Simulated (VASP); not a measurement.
A run of VASP 6.6.1:

File POSCAR:

```
Si2W
1.0
   -1.6069000000      1.6069000000      3.9149500000
    1.6069000000     -1.6069000000      3.9149500000
    1.6069000000      1.6069000000     -3.9149500000
W Si
1 2
Direct
    0.0000000000      0.0000000000      0.0000000000
    0.6653000000      0.6653000000      0.0000000000
    0.3347000000      0.3347000000      0.0000000000
```

INCAR.step1

```
PREC = Accurate
ENCUT = 520
EDIFF = 1E-6
ISMEAR = 0
SIGMA = 0.02
LREAL = F
LASPH = T
NELM = 60
ALGO = Normal
ISIF = 2
LWAVE = F
LCHARG = T
LMAXMIX = 4
GGA = PE
NBANDS = 18
```

Contents of KPOINTS.step1:

```
regular mesh
0
Gamma
  12 12 12
```

File INCAR.step2:

```
PREC = Accurate
ENCUT = 520
EDIFF = 1E-6
ISMEAR = -5
SIGMA = 0.02
LREAL = F
LASPH = T
NELM = 60
ALGO = Normal
ISIF = 2
LWAVE = F
LCHARG = F
LMAXMIX = 4
GGA = PE
LORBIT = 11
NBANDS = 18
NEDOS = 2001
ICHARG = 11
```

The input KPOINTS.step2:

```
regular mesh
0
Gamma
  18 18 18
```

Potentials or basis: VASP PAW PBE potentials, release 64 (W_sv, Si).

Launch:

```console
$ cat potpaw_PBE.64/W_sv/POTCAR potpaw_PBE.64/Si/POTCAR > POTCAR
$ cp INCAR.step1 INCAR
$ cp KPOINTS.step1 KPOINTS
$ mpirun -np 1 vasp_std > vasp.out
$ cp INCAR.step2 INCAR
$ cp KPOINTS.step2 KPOINTS
$ mpirun -np 1 vasp_std > vasp.out
```

Hardware: 1 thread of Intel(R) Xeon(R) 6975P-C (Granite Rapids), on a shared host.

Task: Estimate the wall time of this run.

Result: Run time: 2.4 min on 1 thread of Intel(R) Xeon(R) 6975P-C (Granite Rapids), on a shared host, peak memory 0.45 GiB. Counts: scf iterations 7, k points 480.
